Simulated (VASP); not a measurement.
Crystal: BaTiO3.

```
Ba Ti O
1.0
     4.01928    0.00000    0.00000
     0.00000    4.01928    0.00000
     0.00000    0.00000    4.06742
Ba Ti O
1 1 3
Direct
  0.00000 0.00000 0.00192
  0.50000 0.50000 0.48934
  0.50000 0.50000 0.02217
  0.50000 0.00000 0.51478
  0.00000 0.50000 0.51478
```

The cell isn't the ideal one: a relaxed cell with its volume scaled by 1.06.

```yaml
Program: VASP 6.6.1
Task: relaxation of shape and atoms at fixed volume
Functional: LDA
Potentials_or_basis: VASP PAW LDA potentials, release 64 (Ba_sv, Ti_sv, O)
Cutoff: 600 eV
k_mesh: 8 × 8 × 8
Occupations: gaussian, width 0.03 eV
Spin: no spin polarisation
```

At the start: pressure -9.9 GPa; volume 13.14 Å³/atom.

Where does the relaxation end?

Over 18 steps the energy falls by 7.1 meV/atom; space group P4mm (No. 99, to 0.05 Å).

Step by step:
| step | energy change (eV) | largest force (eV/Å) | pressure (GPa) |
| --- | --- | --- | --- |
| 1 | 0.0000 | 0.4151 | -9.87 |
| 2 | -0.0126 | 0.2421 | -9.19 |
| 3 | -0.0160 | 0.1419 | -8.79 |
| 4 | -0.0150 | 0.2492 | -7.86 |
| 5 | 0.0996 | 0.0815 | -8.24 |
| 6 | -0.0169 | 0.0809 | -8.57 |
| 7 | -0.0170 | 0.0824 | -8.51 |
| 8 | -0.0258 | 0.0988 | -7.91 |
| 9 | -0.0317 | 0.1549 | -6.80 |
| 10 | -0.0323 | 0.1991 | -7.22 |
| 11 | -0.0336 | 0.0961 | -7.04 |
| 12 | -0.0346 | 0.0579 | -6.98 |
| 13 | -0.0352 | 0.0336 | -6.87 |
| 14 | -0.0353 | 0.0045 | -6.74 |
| 15 | -0.0353 | 0.0173 | -6.69 |
| 16 | -0.0353 | 0.0251 | -6.67 |
| 17 | -0.0353 | 0.0145 | -6.67 |
| 18 | -0.0353 | 0.0028 | -6.64 |

Final structure:
```
Ba Ti O
1.0
     3.96696    0.00000    0.00000
     0.00000    3.96696    0.00000
     0.00000    0.00000    4.17541
Ba Ti O
1 1 3
Direct
  0.00000 0.00000 0.99121
  0.50000 0.50000 0.47385
  0.50000 0.50000 0.04010
  0.50000 0.00000 0.51892
  0.00000 0.50000 0.51892
```
